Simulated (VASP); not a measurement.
CdS (strained zincblende), PBE single-point calculation: Ansatz's output and VASP's

```
CELL_PARAMETERS angstrom
0.00000 2.96861 2.96861
2.96861 0.00000 2.96861
2.96861 2.96861 0.00000
ATOMIC_POSITIONS crystal
Cd 0.00000 0.00000 0.00000
S 0.25000 0.25000 0.25000
```

Ansatz printed

```
SCF 1 converged in 6 iterations: F = -9157.828249 eV  dr2 = 1.60e-9
  greatest PAW one-centre occupation: 1.000 electrons in one spin orbital (limit 2), on the Cd atom at site 0 (counted from 0), in its partial waves of l = 0
NSCF: frozen V_eff on 6 k-points
SCF converged after 6 iterations
Free energy (F): -9157.828249 eV
Harris-Foulkes:  -9157.828249 eV  (|F-HF|=1.13e-9)
Internal energy: -9157.828249 eV  (E = F + TS)
E sigma→0 (E₀):  -9157.828249 eV
Fermi energy:    6.708373 eV
--- Per-component energies (eV) ---
  E_band       = -522.209655
  E_kinetic    = 610.713932
  E_local      = -4090.779744  (includes V_loc(G=0)·N_el)
  E_nonlocal   = 62.202997
  E_hartree    = 1874.789505
  E_xc         = -273.332069
  E_vxc        = -308.340503  (∫ρ·V_xc dr)
  E_paw        = -4683.921242  (= ΣΔE_a)
  E_vpaw       = -545.584380  (= ΣTr[D̂ρ^β])
  E_aug_tail   = 0.000015  (compensation charges beyond the density's cutoff)
  E_ewald      = -2657.501644
  E_smearing   = -0.000000  (= −TS)
  E_closure    = 0.000000  (closes the sum)
  Σ components = -9157.828249   (vs F -9157.828249, Δ=0.00e0)
--- Forces (eV/Å), atoms counted from 1 ---
  atom   1  Cd     0.00000000    -0.00000000     0.00000000
  atom   2  S     -0.00000000     0.00000000     0.00000000
  max |Σ_I F_I| component: 6.48e-17 eV/Å
--- Stress (GPa, compression-positive) ---
       -0.282005       0.000000      -0.000000
        0.000000      -0.282005       0.000000
       -0.000000       0.000000      -0.282005
  P = ⅓ Tr σ = -0.2820 GPa (-2.820 kbar)
--- Band table (eV; the first three rows and the last of 29) ---
  k-point 0: bands = ["-95.0274", "-56.0988", "-56.0988", "-56.0988", "-5.8723", "-1.3641", "-1.3641", "-1.3641", "-0.9527", "-0.9527", "6.1823", "6.1823", "6.1823", "7.2120", "12.7138", "12.7138", "12.7138"]
  k-point 1: bands = ["-95.0274", "-56.0989", "-56.0988", "-56.0988", "-5.8169", "-1.3446", "-1.3446", "-1.3126", "-0.9536", "-0.9536", "5.1932", "6.0728", "6.0728", "8.0444", "12.4403", "12.8982", "12.8982"]
  k-point 2: bands = ["-95.0274", "-56.0991", "-56.0989", "-56.0989", "-5.6827", "-1.3023", "-1.3023", "-1.1348", "-0.9489", "-0.9489", "3.8169", "5.8253", "5.8253", "8.8446", "12.3952", "13.1876", "13.1876"]
  k-point 28: bands = ["-95.0274", "-56.0992", "-56.0991", "-56.0990", "-5.3774", "-1.1576", "-1.1485", "-0.9863", "-0.9438", "-0.4048", "2.5326", "4.1462", "4.1799", "11.3764", "11.6190", "13.2988", "14.2187"]
```

The two codes use different PAW datasets and cutoffs. VASP's cell holds 18 valence electrons and Ansatz's 26. Ansatz's stress includes a Pulay correction; VASP's doesn't.

Problem. What does VASP give for the same cell and level of theory?

Solution. gap between bands v and c 1.03 eV; least direct gap 1.03 eV; pressure 0.0 GPa.

From OUTCAR

```
k-points           NKPTS =     29   k-points in BZ     NKDIM =     29   number of bands    NBANDS=     16

   NELECT =      18.0000    total number of electrons

   dimension x,y,z NGX =    32 NGY =   32 NGZ =   32
   dimension x,y,z NGXF=    64 NGYF=   64 NGZF=   64

  energy-cutoff  :      520.00
  volume of cell :       52.32
      direct lattice vectors                 reciprocal lattice vectors
     0.000000000  2.968606992  2.968606992    -0.168429166  0.168429166  0.168429166
     2.968606992  0.000000000  2.968606992     0.168429166 -0.168429166  0.168429166
     2.968606992  2.968606992  0.000000000     0.168429166  0.168429166 -0.168429166

 k-points in reciprocal lattice and weights: KPOINTS created by Atomic Simulation Env
   0.00000000  0.00000000  0.00000000       0.002
   0.12500000  0.00000000  0.00000000       0.016
   0.25000000  0.00000000  0.00000000       0.016
   0.37500000  0.00000000  0.00000000       0.016
   0.50000000  0.00000000  0.00000000       0.008
   0.12500000  0.12500000  0.00000000       0.012
   0.25000000  0.12500000  0.00000000       0.047
   0.37500000  0.12500000  0.00000000       0.047
   ...

 E-fermi :   1.3060

 k-point     1 :       0.0000    0.0000    0.0000
  band No.  band energies     occupation
      1     -11.1838      2.00000
      2      -6.6775      2.00000
      3      -6.6775      2.00000
      4      -6.6775      2.00000
      5      -6.2669      2.00000
      6      -6.2669      2.00000
      7       0.8746      2.00000
      8       0.8746      2.00000
      9       0.8746      2.00000
     10       1.9060      0.00000
     11       7.4250      0.00000
     12       7.4250      0.00000
     13       7.4250      0.00000
     14      12.0203      0.00000
     15      12.2713      0.00000
     16      12.2713      0.00000

 k-point     2 :       0.1250    0.0000    0.0000
  band No.  band energies     occupation
      1     -11.1287      2.00000
      2      -6.6580      2.00000
      3      -6.6580      2.00000
      4      -6.6261      2.00000
      5      -6.2677      2.00000
      6      -6.2677      2.00000
      7      -0.1179      2.00000
      8       0.7648      2.00000
      9       0.7648      2.00000
     10       2.7410      0.00000
     11       7.1525      0.00000
     12       7.6108      0.00000
     13       7.6108      0.00000
     14      11.6949      0.00000
     15      11.6949      0.00000
     16      12.6449      0.00000

 k-point     3 :       0.2500    0.0000    0.0000
  band No.  band energies     occupation
      1     -10.9950      2.00000
      2      -6.6158      2.00000
      3      -6.6158      2.00000
      4      -6.4483      2.00000
      5      -6.2629      2.00000
      6      -6.2629      2.00000
      7      -1.4964      2.00000
      8       0.5168      2.00000
      9       0.5168      2.00000
     10       3.5400      0.00000
     11       7.1126      0.00000
     12       7.9005      0.00000
     13       7.9006      0.00000
     14      11.4627      0.00000
     15      11.4627      0.00000
     16      12.0730      0.00000

 k-point     4 :       0.3750    0.0000    0.0000
  band No.  band energies     occupation
      1     -10.8615      2.00000
      2      -6.5832      2.00000
      3      -6.5832      2.00000
      4      -6.2459      2.00000
      5      -6.2459      2.00000
      6      -6.1397      2.00000
      7      -2.6855      2.00000
      8       0.2874      2.00000
      9       0.2874      2.00000
     10       3.7881      0.00000
     11       7.7511      0.00000
     12       7.9272      0.00000
     13       7.9272      0.00000
     14      11.7076      0.00000
     15      12.2765      0.00000
     16      12.2765      0.00000

 k-point     5 :       0.5000    0.0000    0.0000
  band No.  band energies     occupation
      1     -10.8066      2.00000
      2      -6.5732      2.00000
      3      -6.5732      2.00000
      4      -6.2346      2.00000
      5      -6.2346      2.00000
      6      -5.9318      2.00000
      7      -3.2159      2.00000
      8       0.1965      2.00000
      9       0.1965      2.00000
     10       3.8046      0.00000
     11       7.8782      0.00000
     12       7.8782      0.00000
     13       8.1878      0.00000
     14      11.7985      0.00000
     15      13.3008      0.00000
     16      13.3008      0.00000

 k-point     6 :       0.1250    0.1250    0.0000
  band No.  band energies     occupation
      1     -11.1104      2.00000
      2      -6.6392      2.00000
      3      -6.6392      2.00000
      4      -6.6338      2.00000
      5      -6.2803      2.00000
      6      -6.2561      2.00000
      7      -0.1337      2.00000
      8       0.5813      2.00000
      9       0.5813      2.00000
     10       3.0285      0.00000
     11       6.7563      0.00000
     12       7.8471      0.00000
     13       7.8471      0.00000
     14      10.7033      0.00000
     15      12.3781      0.00000
     16      13.2006      0.00000

 ...

  Total        0.0003962      0.0003962      0.0003962     -0.0000000     -0.0000000      0.0000000
  in kB        0.0121321      0.0121321      0.0121321     -0.0000000     -0.0000000      0.0000000
  external PRESSURE =       0.0121321 kB  Pullay stress =       0.0000000 kB

 POSITION                                       TOTAL-FORCE (eV/Angst)
 -----------------------------------------------------------------------------------
      0.00000      0.00000      0.00000         0.000000      0.000000      0.000000
      1.48430      1.48430      1.48430        -0.000000     -0.000000     -0.000000
 -----------------------------------------------------------------------------------
    total drift:                               -0.000000     -0.000000     -0.000000

  FREE ENERGIE OF THE ION-ELECTRON SYSTEM (eV)
  ---------------------------------------------------
  free  energy   TOTEN  =        -6.1474766149 eV

  energy  without entropy=       -6.1474766149  energy(sigma->0) =       -6.14747661
```
